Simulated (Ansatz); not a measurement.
# Polarity and tunnelling in Mg/AlN/Zr, part 3 of 6

Wanted: the change of resistance of Mg/AlN/Zr with the barrier's polarity. The lower electrode is Mg hcp(0001), the upper one Zr hcp(0001); the barrier is AlN zinc blende(111) (whole bilayers). In the first transport cell, after relaxation, the nearest pair of electrode and barrier is Mg–N at 2.43 Å, at a slant, at the lower face and Zr–Al at 3.28 Å, at a slant, at the upper one. All share a net of side 3.111 Å, which strains the lower electrode by -2.5 %, the upper one by -3.7 % and the barrier by +0.0 %, against typed lattice constants near PBE's. The first steps treat the bulk electrodes alone.

Ansatz 0.2.0; PBE DFT, plane waves, PAW files (the session's first sound run).

So far. Step 4 (Relaxing the interfaces, box 43.8 Å, polarity N face on …): The largest force component on a free atom ends at 0.035 eV/Å. At one or more of this run's solves the program warned of density in the dipole ramp over its bound, where dipole, forces and levels can be off.

### 5. The open system: T(E), polarity N face on the lower electrode, gap between the electrodes 12.8 Å

This step: PBE DFT, plane waves, PAW files; ballistic transmission by layer matching between semi-infinite leads (Ansatz 0.2.0).

System of this step: Mg/AlN/Zr. The cell holds 30 atoms: 11 Mg, 4 N, 4 Al and 11 Zr. Cell: a = 3.111 Å, b = 3.111 Å, c = 79.606 Å, α = 90.0°, β = 90.0°, γ = 120.0°. Regions: left electrode, 11 atoms (11 Mg); barrier, 8 atoms (4 N and 4 Al); right electrode, 11 atoms (11 Zr). Vacuum lies along c.

The relaxed core is set between ideal electrode layers (this cell holds 8 atomic planes between the electrodes; where that differs from the relaxed slab, whole periods were copied in or cut out without a new relaxation), which the solver continues as semi-infinite leads. A wide energy window on a coarse mesh (12×12) shows where the Fermi level lies against the barrier's bands; the projected density of states shows how far the metals' states reach in.

The input, input.yaml:

```yaml
crystal:
  lattice:
    - [3.111, 0.0, 0.0]
    - [-1.5555, 2.6942050312, 0.0]
    - [0.0, 0.0, 79.6055362033]
  atoms:
    - { symbol: Mg, position: [0.0, 0.0, 0.0879335827] }
    - { symbol: Mg, position: [0.33333333, 0.66666667, 0.1206817475] }
    - { symbol: Mg, position: [0.0, 0.0, 0.1534299123] }
    - { symbol: Mg, position: [0.33333333, 0.66666667, 0.1861780771] }
    - { symbol: Mg, position: [0.0, 0.0, 0.218926242] }
    - { symbol: Mg, position: [0.33333333, 0.66666667, 0.2516744068] }
    - { symbol: Mg, position: [0.0, 0.0, 0.2844225716] }
    - { symbol: Mg, position: [0.33333333, 0.66666667, 0.3171707364] }
    - { symbol: Mg, position: [0.0, 0.0, 0.3499189012] }
    - { symbol: Mg, position: [0.33333333, 0.66666667, 0.382667066] }
    - { symbol: Mg, position: [0.0, 0.0, 0.4145658674] }
    - { symbol: "N", position: [0.33333333, 0.66666667, 0.4351803867] }
    - { symbol: Al, position: [0.66666667, 0.33333333, 0.4443041721] }
    - { symbol: "N", position: [0.66666667, 0.33333333, 0.4679357781] }
    - { symbol: Al, position: [0.0, 0.0, 0.476294692] }
    - { symbol: "N", position: [0.0, 0.0, 0.4999549539] }
    - { symbol: Al, position: [0.33333333, 0.66666667, 0.5083055875] }
    - { symbol: "N", position: [0.33333333, 0.66666667, 0.5320045402] }
    - { symbol: Al, position: [0.66666667, 0.33333333, 0.540907153] }
    - { symbol: Zr, position: [0.0, 0.0, 0.5754027841] }
    - { symbol: Zr, position: [0.33333333, 0.66666667, 0.6086207328] }
    - { symbol: Zr, position: [0.0, 0.0, 0.6423369199] }
    - { symbol: Zr, position: [0.33333333, 0.66666667, 0.6760531071] }
    - { symbol: Zr, position: [0.0, 0.0, 0.7097692943] }
    - { symbol: Zr, position: [0.33333333, 0.66666667, 0.7434854814] }
    - { symbol: Zr, position: [0.0, 0.0, 0.7772016686] }
    - { symbol: Zr, position: [0.33333333, 0.66666667, 0.8109178558] }
    - { symbol: Zr, position: [0.0, 0.0, 0.844634043] }
    - { symbol: Zr, position: [0.33333333, 0.66666667, 0.8783502301] }
    - { symbol: Zr, position: [0.0, 0.0, 0.9120664173] }
kpoints:
  mp_grid: { grid: [12, 12, 1] }
scf:
  occupations: { method: fermi_dirac, width: 0.1 }
  max_iter: 150
hamiltonian:
  xc: pbe
output:
  transmission:
    kmesh: [12, 12]
    e_range: [-4, 2]
    de: 0.1
    leads: [[4, 6], [24, 26]]
  dos: { projected: true, e_range: [-6, 5], de: 0.05 }
  write_potential: true
  write_density: true
  volumetric_format: npy
  elf: true
```

Started as:

```console
ansatz run input.yaml --threads 4 --pin off --max-ram 12288MiB --backend cpu --events-out ev --progress --plain --runs-dir out
```

Numbers of over 12 decimals in the logs are rounded to 6 here.

Log:

```text
[...]
Crystal: 30 atoms, lattice volume = 667.227 Å³
Basis set: ecut = 420 eV, 12963 PW (Γ)
Bands: 167, of which v1, the nominal top of the filled ones, is band 137 counted from 1 (136 counted from 0)
Symmetry: 6 space group operations
[...]
k-points: 19 of 144 (time reversal used)
[...]
SCF iter   1: F=—  HF=-70879.359453 eV  |F-HF|=—  |Δ(HF+E_count)|=         —  Δρ=1.09e-2  dr2=8.14e2  ethr=1.77e-3  ⟨swp⟩=14.8  Hψ=19214  notcnv=0  defer=1
[...]
SCF iter  11: F=-70878.293199 eV  HF=-70878.293199 eV  |F-HF|=8.63e-9  |Δ(HF+E_count)|=   3.30e-9  Δρ=8.05e-7  dr2=2.28e-8  ethr=3.65e-11  ⟨swp⟩=10.7  Hψ=7907  notcnv=0
SCF 1 converged in 11 iterations: F = -70878.293199 eV  dr2 = 2.28e-8
[...]
transmission: 139 of 1387 steps passed
transmission: 278 of 1387 steps passed
[...]
transmission: 1387 of 1387 steps passed
WARN: The output density's exchange-correlation potential varies sharply where the density is thin. Do not read a vacuum level from v_tot or v_xc, or from such a field of the output density. On a cell that repeats whose density bears no net charge and no dipole along the vacuum's axis use v_es (v_loc + v_h of the components); under efield.dipole_correction with no amplitude use v_es + v_field, which holds any externa [...]
SCF converged after 11 iterations
Free energy (F): -70878.293199 eV
[...]
Internal energy: -70877.661535 eV  (E = F + TS)
E sigma→0 (E₀):  -70877.977367 eV
Entropy (-TS):   -0.631664 eV (-21.055 meV/atom)
Fermi energy:    8.221198 eV
[...]
--- Band table (eV; the first three rows and the last of 19) ---
  k-point 0: bands = [... 133 lower, 8.2628, 8.3916, 8.4756, 8.5507, 8.6057, 8.7534, 8.9189, 9.1315, ... 26 higher]
  k-point 1: bands = [... 133 lower, 8.2796, 8.4070, 8.4134, 8.4801, 8.5232, 8.5528, 8.6242, 8.9955, ... 26 higher]
  k-point 2: bands = [... 133 lower, 7.9536, 8.1289, 8.1808, 8.2368, 8.3116, 8.3214, 8.4854, 8.5881, ... 26 higher]
  k-point 18: bands = [... 133 lower, 8.0501, 8.1347, 8.2399, 8.2409, 8.3162, 8.3259, 8.3274, 8.3452, ... 26 higher]
--- Transmission ---
  basis      : 73 plane waves across, 73 finite elements along
  points     : 19, standing for a mesh of 12 x 12
  energies   : 61 from -4.000000 to 2.000000 eV about the Fermi level, 0.100000 eV apart; the leads are filled to 0.000000 eV, and channels, transmission and decay are at 0.000000 eV
  crystal 0  : Mg2, at the sites [4, 6], period 5.2139 Å, over 26.07 Å; its Hamiltonian steps by up to 20.4 meV
    offset         : up to 0.0000 Å between an atom of the period and one for which it stands
    channels       : 8.402778e-1 a spin
    conductance    : none, the energies end too early or step too widely for 300 K: set another output.transmission.e_range or a lower de, or, where they end at an eighth of basis.ecutwfc, a higher one
    slowest decay  : 0.0204 /Å at (0.1667, 0.1667)
  crystal 1  : Zr2, at the sites [24, 26], period 5.3680 Å, over 26.84 Å; its Hamiltonian steps by up to 18.5 meV
[...]
channels       : 7.430556e-1 a spin
[...]
slowest decay  : 0.0170 /Å at (0.4167, 0.0000)
  junction   : crystal 0 to crystal 1, 19.43 to 55.86 Å
    transmission   : 3.757730e-3 a spin
[...]
```

Elapsed: 3.9 min, on 4 threads of Arm Neoverse V1, shared host; peak memory 3.7 GiB.

Numbers from this step:

| Property | Result |
| --- | --- |
| free energy | -70878.2932 eV |
| Fermi energy | 8.221 eV |
| level to which the leads are filled | 0 eV from the Fermi level |
| transmission at the Fermi level (a spin, zone mean) | 0.003758 |
| channels of the lower lead | 0.8403 |
| channels of the upper lead | 0.7431 |
| potential step in the lower lead | 20.4 meV |
| potential step in the upper lead | 18.5 meV |

One spin. The transmission, zone mean by energy, zero at the Fermi level:

energy (eV), transmission, zone mean and a bar:
```
    -4.00      0.042 ######
    -3.90      0.082 ############
    -3.80      0.042 ######
    -3.70      0.054 ########
    -3.50      0.077 ###########
    -3.40      0.102 ###############
    -3.30      0.140 ####################
    -3.20      0.077 ###########
    -3.00      0.117 #################
    -2.90      0.023 ###
    -2.70      0.008 #
    -2.60      0.087 ############
    -2.50      0.007 #
    -2.40      0.004 
    -2.20      0.002 
    -2.10      0.001 
    -1.90      0.001 
    -1.70      0.000 
    -1.60      0.000 
    -1.40      0.000 
    -1.20      0.001 
    -1.10      0.001 
    -0.90      0.000 
    -0.80      0.000 
    -0.60      0.000 
    -0.40      0.000 
    -0.30      0.001 
    -0.10      0.002 
     0.00      0.004 #
     0.10      0.002 
     0.20      0.002 
     0.40      0.001 
     0.50      0.009 #
     0.70      0.060 #########
     0.90      0.039 ######
     1.00      0.048 #######
     1.20      0.096 ##############
     1.40      0.210 ##############################
     1.50      0.176 #########################
     1.70      0.127 ##################
     1.80      0.112 ################
     2.00      0.070 ##########
```

One spin. Open channels, zone mean against energy, zero at the Fermi level:

```tsv
energy (eV)	lower lead	upper lead
-4.00	0.590	0.215
-3.80	0.590	0.257
-3.70	0.590	0.257
-3.50	0.632	0.257
-3.40	0.632	0.382
-3.20	0.674	0.382
-3.00	0.757	0.542
-2.90	0.757	0.708
-2.70	0.840	0.708
-2.50	0.840	1.02
-2.40	0.840	0.875
-2.20	0.840	0.812
-2.10	0.861	0.771
-1.90	0.958	0.826
-1.70	0.958	0.535
-1.60	1	0.535
-1.40	0.965	0.785
-1.20	0.965	0.896
-1.10	1.05	0.938
-0.90	1.01	1.08
-0.80	0.840	1.27
-0.60	0.715	1.27
-0.40	0.840	0.938
-0.30	0.882	0.771
-0.10	1.01	0.535
0.00	0.840	0.743
0.10	0.882	0.979
0.20	0.882	1.24
0.40	0.979	1.39
0.50	0.938	1.03
0.70	1.19	1.15
0.90	1.35	0.896
1.00	1.35	0.924
1.20	1.23	0.764
1.40	1.19	0.910
1.50	1.23	0.951
1.70	1.27	1.33
1.80	1.19	1.16
2.00	1.30	1.08
```

Transmission over k1 and k2. At 0.0000 eV from the Fermi level.

Ten even steps from '0' (0.0000) to '9' (0.0590):
```
400000040000
000000000000
000000000000
000000000000
400001100004
900001210000
440000110000
000000000000
000000000000
000000000000
400004000000
940004940004
```
Columns: k1 (b1) from -0.5 to 0.417; rows upwards: k2 (b2) from -0.5 to 0.417.

Open channels of the lower lead over k1 and k2. At 0.0000 eV from the Fermi level.

Ten even steps from '0' (0.00) to '9' (3.00):
```
603333060000
333000333090
330333303300
330333330330
630333333036
603333333330
663033333303
303303333303
300330333303
309033300033
600006033330
663336663336
```
Columns: k1 (b1) from -0.5 to 0.417; rows upwards: k2 (b2) from -0.5 to 0.417.

Open channels of the upper lead over k1 and k2. At 0.0000 eV from the Fermi level.

Values, 12 rows by 12 columns:
```
1.00 0.00 0.00 0.00 0.00 0.00 0.00 1.00 2.00 2.00 2.00 2.00
0.00 0.00 0.00 0.00 2.00 0.00 0.00 0.00 0.00 2.00 0.00 2.00
2.00 0.00 0.00 0.00 0.00 0.00 0.00 0.00 0.00 2.00 2.00 2.00
0.00 0.00 2.00 0.00 2.00 1.00 2.00 0.00 2.00 0.00 0.00 2.00
1.00 0.00 0.00 0.00 1.00 2.00 2.00 1.00 0.00 0.00 0.00 1.00
1.00 0.00 0.00 0.00 2.00 2.00 2.00 2.00 2.00 0.00 0.00 0.00
1.00 1.00 0.00 0.00 0.00 1.00 2.00 2.00 1.00 0.00 0.00 0.00
0.00 2.00 0.00 0.00 2.00 0.00 2.00 1.00 2.00 0.00 2.00 0.00
2.00 2.00 2.00 2.00 0.00 0.00 0.00 0.00 0.00 0.00 0.00 0.00
0.00 2.00 0.00 2.00 0.00 0.00 0.00 0.00 2.00 0.00 0.00 0.00
1.00 2.00 2.00 2.00 2.00 1.00 0.00 0.00 0.00 0.00 0.00 0.00
1.00 1.00 0.00 2.00 0.00 1.00 1.00 1.00 0.00 2.00 0.00 1.00
```
Columns: k1 (b1) from -0.5 to 0.417; rows upwards: k2 (b2) from -0.5 to 0.417.

Projected DOS an atom over height of the atomic layer and energy from the Fermi level. Layers: Mg Mg Mg Mg Mg Mg Mg Mg Mg Mg Mg N Al N Al N Al N Al Zr Zr Zr Zr Zr Zr Zr Zr Zr Zr Zr; projections on atoms miss part of the total, and the computed bands can run out at the top of the range; a column is the mean of 2 neighbouring layers, the last of those left over.

Ten even steps from '0' (0.00 states/eV) to '9' (1.70 states/eV), each cell a mean:
```
000000000377778
000000000586666
000000000477876
000000000599899
000000000599999
000000000355569
000010000466557
100000000478888
111000001587788
111110000466655
111111000366666
111110001377777
111110013366666
111110133155553
111112343122221
111113463111111
111115543110010
111114433100000
111114333100000
111113221000000
001112211000000
000001212100000
```
Columns: height of the atomic layer (Å) from 8.3 to 71.3 (not evenly spaced); rows upwards: energy from the Fermi level (eV) from -6 to 2.

Electrostatic potential energy in the ca plane at fractional y = 1.000, with atoms of Mg and Al and N and Zr within 0.2 Å of it. With pseudopotentials it is smooth inside the atoms' cores, unlike the true potential.

Values in eV, 5 rows by 16 columns, each cell a mean:
```
-19 -21   8   9   9 -11 -29   6   7   7  -5  -5 -13 -12  10  10
  5   5   9   4   8   6   3   7   2   7   4   2   8   3   7   7
  9   8   8   2   7   9   7   6  -2   6   8   8   8  -1   6   5
  0   0   9   6   8   3  -3   7   4   7   1  -2   5   2   8   8
-26 -29   8   9   9 -17 -38   5   8   7  -5  -4 -22 -20  10  10
```
Columns run along c (16.0 Å, from fractional 0.34 to 0.54 of the cell; values clipped at the 3rd and 97th percentile), rows up along a (3.1 Å). Atoms in or near the plane, at fractional coordinates: Mg at (0.35, 0.00), Mg at (0.41, 0.00), Al at (0.48, 0.00), N at (0.50, 0.00).

ELF in the ca plane at fractional y = 1.000, with atoms of Mg and Al and N and Zr within 0.2 Å of it. It is the smooth field of the valence electrons, not physical close to the nuclei.

Values, 5 rows by 16 columns, each cell a mean:
```
0.19 0.11 0.53 0.67 0.57 0.07 0.16 0.21 0.30 0.67 0.44 0.49 0.42 0.35 0.62 0.60
0.45 0.60 0.25 0.60 0.38 0.39 0.63 0.35 0.30 0.34 0.24 0.22 0.25 0.25 0.28 0.27
0.52 0.66 0.14 0.25 0.19 0.57 0.80 0.40 0.44 0.20 0.33 0.22 0.39 0.28 0.25 0.26
0.38 0.47 0.35 0.74 0.47 0.26 0.47 0.30 0.25 0.52 0.26 0.26 0.23 0.26 0.41 0.37
0.13 0.05 0.56 0.52 0.58 0.04 0.09 0.18 0.35 0.54 0.51 0.58 0.54 0.39 0.59 0.60
```
Columns run along c (16.0 Å, from fractional 0.46 to 0.66 of the cell), rows up along a (3.1 Å). Atoms in or near the plane, at fractional coordinates: Al at (0.48, 0.00), N at (0.50, 0.00), Zr at (0.58, 0.00), Zr at (0.64, 0.00).

Valence density in the ca plane at fractional y = 1.000, with atoms of Mg and Al and N and Zr within 0.2 Å of it. It is the smooth field of the valence electrons, not physical close to the nuclei.

Ten steps, logarithmic in the rise over the least value, from '0' (0 e/Å³) to '9' (23 e/Å³), each cell a mean:
```
16884000000000048850000000000000134553100000
01320000000000013310011000001100123332100001
00000000000000000001122100011210001111000112
00000000000000000001222110112210000000001222
00000000000000000001122110112210000111001122
00100000000000000000111100011110012222100111
03662000000000026630000000001000124543100000
17995000000000169961000000000000135654100000
```
Columns run along c (16.0 Å, from fractional 0.34 to 0.54 of the cell), rows up along a (3.1 Å). Atoms in or near the plane, at fractional coordinates: Mg at (0.35, 0.00), Mg at (0.41, 0.00), Al at (0.48, 0.00), N at (0.50, 0.00).

At the Fermi level the transmission is 0.0038, as a zone mean for one spin on this coarse mesh. At the Fermi level the layers of this cell's barrier hold from 0.0049 to 0.12 states an eV and atom. In the worse lead the potential repeats within 20 meV, which the program lets pass.

(Part 3 of 6 ends here.)

[Logs are printed without paths, hosts, clocks, repeated set-up lines and the standing remarks that a program may print on its own settings, such as how far it seeks lower states.]

[Hosts, paths, dates, database ids (printed as entryN), source tags and the programs' standing remarks are cut or masked in the printed files.]
